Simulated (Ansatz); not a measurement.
The system is TePb.

```xyz
2
Lattice="4.0023 0.0000 0.0000 0.0000 4.0023 0.0000 0.0000 0.0000 4.0023" Properties=species:S:1:pos:R:3 pbc="T T T"
Pb    0.0000    0.0000    0.0000
Te    2.0011    2.0011    2.0011
```

Measurements of this composition are mostly on another form, of space group No. 225.

| Quantity | Value |
| --- | --- |
| Program | Ansatz 0.2.0 |
| Task | relaxation of cell and atoms |
| Functional | PBEsol |
| Dispersion | D3(BJ) |
| Potentials or basis | Ansatz PAW |
| Cutoff | 420 eV (not typed: the program's choice for these potentials) |
| k mesh | 7 × 7 × 7 |
| Occupations | fermi-dirac, width 0.05 eV |
| Spin | no spin polarisation |

At the start: volume 32.05 Å³/atom.

**Question.** Where does the relaxation end?

**Answer.** It ends after 5 steps and the volume is 28.32 Å³/atom (-11.6 %); space group Pm-3m (No. 221, to 0.05 Å).

The path:
| step | energy change (eV) | largest force (eV/Å) | volume (Å³) |
| --- | --- | --- | --- |
| 1 | 0.0000 | 0.0000 | 64.11 |
| 2 | -0.1232 | 0.0000 | 57.34 |
| 3 | -0.1245 | 0.0000 | 56.46 |
| 4 | -0.1246 | 0.0000 | 56.64 |
| 5 | -0.1235 | 0.0000 | 56.64 |

Final structure:
```yaml
crystal:
  lattice:
    - [3.84043, 0.00000, 0.00000]
    - [0.00000, 3.84043, 0.00000]
    - [0.00000, 0.00000, 3.84043]
  atoms:
    - { symbol: Pb, position: [0.00000, 0.00000, 0.00000] }
    - { symbol: Te, position: [0.50000, 0.50000, 0.50000] }
```

Caveat: the plane-wave basis is chosen anew once the cell has moved, so the energies of steps on either side of that aren't comparable; pairwise dispersion overbinds metals, which lowers pressure and volume; the PAW data sets come from PBE, with cores solved anew for the run's functional, which leaves a small shift of forces and pressure.
